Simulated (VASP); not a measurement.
Runs of VASP 6.6.1 on BeSe. The structure is cubic, space group F-43m (No. 216). The conventional cell has a = 5.182 Å, b = 5.182 Å, c = 5.182 Å, α = 90.00°, β = 90.00°, γ = 90.00°. Around Be (site symmetry -43m) lie 4 Se at 2.24 Å. Around Se (site symmetry -43m) lie 4 Be at 2.24 Å. 

| task | cell | gap on the mesh (eV) | pressure (GPa) |
| --- | --- | --- | --- |
| relaxation of the atoms | atoms relaxed from: a relaxed cell with its volume scaled by 1.02 | 2.71 | -1.4 |
| relaxation of cell and atoms | relaxed | 2.67 | 0.0 |
| relaxation of the atoms | atoms relaxed from: a relaxed cell with its volume scaled by 0.94 | 2.53 | 5.3 |
| relaxation of the atoms | atoms relaxed from: a relaxed cell with its volume scaled by 0.96 | (a) | 3.3 |
| relaxation of the atoms | atoms relaxed from: a relaxed cell with its volume scaled by 0.98 | 2.63 | 1.6 |
| relaxation of the atoms | atoms relaxed from: a relaxed cell with its volume scaled by 1.06 | 2.78 | -3.9 |
| relaxation of the atoms | atoms relaxed | 2.67 | 0.0 |
| relaxation of the atoms | atoms relaxed from: a relaxed cell with its volume scaled by 1.04 | (b) | -2.7 |

Alike in all rows: level PBE; potentials or basis VASP PAW PBE potentials, release 64 (Be, Se); no spin polarisation; k mesh 10 × 10 × 10; cutoff (eV) 600; smearing gaussian 0.03 eV.

Q: Fill in the values left out.

A: (a) 2.58; (b) 2.75.

Caveats: the relaxation stopped at its first step, so nothing moved.

A k mesh can miss the band edges, and the runs leave out spin-orbit coupling on Se.
